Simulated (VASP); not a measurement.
Data:

```xyz
4
Lattice="1.3569 -2.3150 0.0000 1.3569 2.3150 0.0000 0.0000 0.0000 4.3391" Properties=species:S:1:pos:R:3 pbc="T T T"
Be     1.3569    -0.7717     2.1697
Be     1.3569     0.7717     0.0002
O      1.3569    -0.7717     3.8096
O      1.3569     0.7717     1.6400
```

Method: PBE GGA, VASP's PBE PAW potentials (set 64) (plane waves; VASP). Numerical set-up: 600 eV cut-off, 8×8×6 Γ-centred mesh, Gaussian smearing of 0.050 eV, potentials Be O.

Task: Give the force on each atom (eV/Å).

Result: 
| atom | Fx | Fy | Fz |
|---|---|---|---|
| Be1 | 0.000 | -0.059 | -0.030 |
| Be2 | 0.000 | 0.059 | -0.030 |
| O3 | 0.000 | -0.091 | 0.030 |
| O4 | 0.000 | 0.091 | 0.030 |

Task: Give the stress tensor in GPa (positive for a compressed cell).

Result: 
```
2.42  0.00  0.00
0.00  8.07  0.00
0.00  0.00  8.73
```
The pressure is its mean diagonal, 6.41 GPa.

The compound is BeO in the wurtzite structure. This cell was strained or had an atom moved on purpose.
